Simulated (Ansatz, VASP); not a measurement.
# SrTiO3 in VASP and in Ansatz

```
Sr Ti O
1.0
     3.98700    0.00000    0.00000
     0.00000    3.98700    0.00000
     0.00000    0.00000    3.86400
Sr Ti O
1 1 3
Direct
  0.50000 0.50000 0.50000
  0.00000 0.00000 0.00000
  0.50000 0.00000 0.00000
  0.00000 0.50000 0.00000
  0.00000 0.00000 0.50000
```

Alike in both runs: task single point; functional PBE; k mesh 8 × 8 × 8; no spin polarisation.

|  | VASP | Ansatz |
| --- | --- | --- |
| version | VASP 6.6.1 | Ansatz 0.2.0 |
| potentials or method | VASP PAW PBE potentials, release 64 (Sr_sv, Ti_sv, O) | scalar-relativistic, plane waves, PAW |
| plane-wave cutoff (eV) | 520 | 420 |
| occupations | gaussian, width 0.01 eV | fixed |
| valence electrons in the cell | 40 | 40 |

```csv
,VASP,Ansatz,Ansatz less VASP
gap on the k mesh at the Fermi level (eV),1.75,1.78,+0.031
least direct gap on the mesh (eV),2.12,2.14,+0.022
pressure (GPa),-0.3,-0.9,-0.60
largest component of the traceless stress (GPa),4.67,4.60,-0.076
```

A k mesh can miss the band edges.
